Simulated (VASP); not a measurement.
The system is Cs2AgBiBr6.

```
Bi Cs Ag Br
1.0
     0.00000    5.61610    5.61610
     5.61610    0.00000    5.61610
     5.61610    5.61610    0.00000
Bi Cs Ag Br
1 2 1 6
Direct
  0.00000 0.00000 0.00000
  0.75000 0.75000 0.75000
  0.25000 0.25000 0.25000
  0.50000 0.50000 0.50000
  0.74945 0.74945 0.25055
  0.25055 0.25055 0.74945
  0.74945 0.25055 0.25055
  0.74945 0.25055 0.74945
  0.25055 0.74945 0.74945
  0.25055 0.74945 0.25055
```

| Quantity | Value |
| --- | --- |
| Program | VASP 6.6.1 |
| Task | relaxation of cell and atoms |
| Functional | PBEsol |
| Potentials or basis | VASP PAW PBE potentials, release 64 (Bi_d, Cs_sv, Ag, Br) |
| Cutoff | 600 eV |
| k mesh | 3 × 3 × 3 |
| Occupations | fermi-dirac, width 0.05 eV |
| Spin | no spin polarisation |

At the start: pressure -0.0 GPa; volume 35.43 Å³/atom.

Problem. Where does the relaxation end?

Solution. Over 4 steps the energy falls by 3.5 meV/atom and the volume is 35.00 Å³/atom (-1.2 %); space group Fm-3m (No. 225, to 0.05 Å).

The path:
| step | energy change (eV) | largest force (eV/Å) | pressure (GPa) | volume (Å³) |
| --- | --- | --- | --- | --- |
| 1 | 0.0000 | 0.3051 | -0.01 | 354.27 |
| 2 | -0.0212 | 0.1747 | -0.13 | 354.16 |
| 3 | -0.0319 | 0.0015 | -0.28 | 354.02 |
| 4 | -0.0352 | 0.0018 | 0.01 | 350.02 |

Final structure:
```
Bi Cs Ag Br
1.0
     0.00000    5.59353    5.59353
     5.59353    0.00000    5.59353
     5.59353    5.59353    0.00000
Bi Cs Ag Br
1 2 1 6
Direct
  0.00000 0.00000 0.00000
  0.75000 0.75000 0.75000
  0.25000 0.25000 0.25000
  0.50000 0.50000 0.50000
  0.74604 0.74604 0.25396
  0.25396 0.25396 0.74604
  0.74604 0.25396 0.25396
  0.74604 0.25396 0.74604
  0.25396 0.74604 0.74604
  0.25396 0.74604 0.25396
```

Caveat: the PAW data sets were made with another functional, which shifts forces and pressure a little.
